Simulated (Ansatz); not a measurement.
W2C:

```
W C
1.0
     3.07005    0.00000    0.00000
    -1.53502    2.65874    0.00000
     0.00000    0.00000    4.67843
W C
2 1
Direct
  0.66667 0.33333 0.25367
  0.33333 0.66667 0.74633
  0.00000 0.00000 0.00000
```

The cell comes from a database or a generator and needn't be the stable form of this composition.

- Program: Ansatz 0.2.0
- Task: relaxation of cell and atoms
- Functional: PBE
- Dispersion: D4
- Potentials or basis: Ansatz PAW
- Cutoff: 420 eV (not typed: the program's choice for these potentials)
- k mesh: 10 × 10 × 6
- Occupations: fermi-dirac, width 0.05 eV
- Spin: no spin polarisation

At the start: volume 12.73 Å³/atom.

Task: How do energy, volume and symmetry change on relaxing?

Result: It ends after 5 steps and the volume is 12.39 Å³/atom (-2.7 %); space group P-3m1 (No. 164, to 0.05 Å).

Step by step:
```csv
step,energy change (eV),largest force (eV/Å),volume (Å³)
1,0.0000,0.0141,38.19
2,-0.0280,0.0641,37.34
3,-0.0292,0.0347,37.16
4,-0.0292,0.0025,37.17
5,-0.0280,0.0025,37.17
```

Final structure:
```
CELL_PARAMETERS angstrom
3.03134 0.00000 0.00000
-1.51567 2.62521 0.00000
0.00000 0.00000 4.67033
ATOMIC_POSITIONS crystal
W 0.66667 0.33333 0.25583
W 0.33333 0.66667 0.74417
C 0.00000 0.00000 0.00000
```

Caveat: the plane-wave basis is chosen anew once the cell has moved, so the energies of steps on either side of that aren't comparable; pairwise dispersion overbinds metals, which lowers pressure and volume.
